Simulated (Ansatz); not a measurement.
## Field gradients at the nuclei in SiO2

The cell is a Materials Project structure (computed, not necessarily an observed phase), atoms as given.

Space group I-42m (No. 121); a = 12.9581, c = 5.1360 Å.

| site | Wyckoff | site symmetry | x | y | z |
| --- | --- | --- | --- | --- | --- |
| Si1 | 8i | ..m | 0.1998 | 0.1998 | 0.7289 |
| Si3 | 8g | .2. | 0.1544 | 0.0000 | 0.5000 |
| O9 | 8i | ..m | 0.4206 | 0.4206 | 0.8328 |
| O10 | 16j | 1 | 0.5752 | 0.2775 | 0.8105 |
| O11 | 8i | ..m | 0.2339 | 0.2339 | 0.0184 |

One atom of each set is listed; the run and its k-mesh use a cell of 24 atoms with edges of 9.52, 9.52, 9.52 Å.

All values are calculated (Ansatz; DFT, r2SCAN, plane waves and PAW, scalar-relativistic, 500 eV cutoff, Γ-centred 4×4×4 k-points, Fermi–Dirac smearing 0.02 eV), not measured.

C_Q = eQV_zz/h, which is 24.18 MHz for Q = 1 b and V_zz = 10²¹ V/m²; η = (V_xx − V_yy)/V_zz. ν_Q = 3|C_Q|/[2I(2I − 1)].

¹⁷O: I = 5/2, Q = -25.58 mb. Quadrupole moments are those of Pyykkö's year-2017 table.

Q: Which values are expected at the nuclei?

A: 

```json
{"site": "O9", "atoms": "4", "first shell": "2 Si at 1.66 Å, angle 117°", "C_Q (MHz)": "-5.03", "η": "0.73", "ν_Q (MHz)": "0.754"}
{"site": "O10", "atoms": "8", "first shell": "2 Si at 1.64–1.65 Å, angle 124°", "C_Q (MHz)": "-5.43", "η": "0.30", "ν_Q (MHz)": "0.815"}
{"site": "O11", "atoms": "4", "first shell": "2 Si at 1.61–1.63 Å, angle 154°", "C_Q (MHz)": "-6.33", "η": "0.06", "ν_Q (MHz)": "0.950"}
```

At O9, O10 and O11 V_zz runs parallel to the line that joins its two neighbours (within 3°) in each case.

Si has no stable isotope with a ground-state quadrupole moment in the table, so these sites are left out.

The largest force is 0.5 eV/Å, so the atoms aren't at the calculated equilibrium and relaxing them would move these values.
